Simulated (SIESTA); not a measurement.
TePb:

```
CELL_PARAMETERS angstrom
0.00000 3.23100 3.23100
3.23100 0.00000 3.23100
3.23100 3.23100 0.00000
ATOMIC_POSITIONS crystal
Pb 0.00000 0.00000 0.00000
Te 0.50000 0.50000 0.50000
```

Base run:

* Program: SIESTA 5.4.2
* Functional: PBE
* Potentials or basis: PseudoDojo 0.4 standard (PBE files)
* Basis: TZ (energy shift 0.01 Ry)
* Grid cutoff: 500 Ry
* Energy shift: 0.01 Ry
* k mesh: 7 × 7 × 7
* Occupations: fermi-dirac, width 0.05 eV
* Spin: no spin polarisation

Its results: pressure 0.4 GPa.

**Question.** The run is repeated on the same cell with these changes: basis from TZ (energy shift 0.01 Ry) to SZ (energy shift 0.005 Ry); energy shift from 0.01 Ry to 0.005 Ry. What comes out?

**Answer.** Pressure 4.6 GPa.

Caveats: the basis has no polarisation orbitals; the basis of atomic orbitals isn't converged, which shifts pressures, moduli and gaps; semicore shells carry a single zeta, which can move pressures by several GPa and volumes by a few percent (some runs).
